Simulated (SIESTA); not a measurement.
# BN: equation of state with PBEsol

**Measured values to compare with.**

“Effect of nanostructuration on compressibility of cubic BN”, 2012, arxiv:1208.3664 quotes, for a bulk crystal of BN at 300 K: bulk modulus 395 ± 2 GPa.

Crystal: BN.

```
N B
1.0
     0.00000    1.81300    1.81300
     1.81300    0.00000    1.81300
     1.81300    1.81300    0.00000
N B
1 1
Direct
  0.25000 0.25000 0.25000
  0.00000 0.00000 0.00000
```

The cell is a database's computed one.

| Property | Result |
| --- | --- |
| Program | SIESTA 5.4.2 |
| Task | equation of state |
| Functional | PBEsol |
| Potentials or basis | PseudoDojo 0.4 standard (PBEsol files) |
| Basis | DZP (energy shift 0.003 Ry) |
| Grid cutoff | 800 Ry |
| Energy shift | 0.003 Ry |
| k mesh | 13 × 13 × 13 |
| Occupations | fermi-dirac, width 0.05 eV |
| Spin | no spin polarisation |

```json
{"Equilibrium volume": "5.92 Å³/atom", "Bulk modulus": "391 GPa", "Pressure derivative of the bulk modulus": "3.4"}
```

Energy against volume, from the lowest point:
```
volume (Å³/atom)  energy (meV/atom)
           5.602              22.75
           5.721               8.52
           5.840               1.16
           5.959               0.00
           6.078               4.51
           6.198              14.29
           6.317              28.79
```

All runs of the series together: 8.9 min on 1 thread of Arm Neoverse V2, with other jobs on the host.

Measured bulk modulus of BN: 395 GPa (300 K; quoted in “Effect of nanostructuration on compressibility of cubic BN”, 2012, arxiv:1208.3664). This calculation gives 391 GPa (-1.0 %). The fit is for a static lattice scaled at fixed shape and fixed fractional positions.

Caveat: the basis of atomic orbitals isn't converged, which shifts pressures, moduli and gaps.
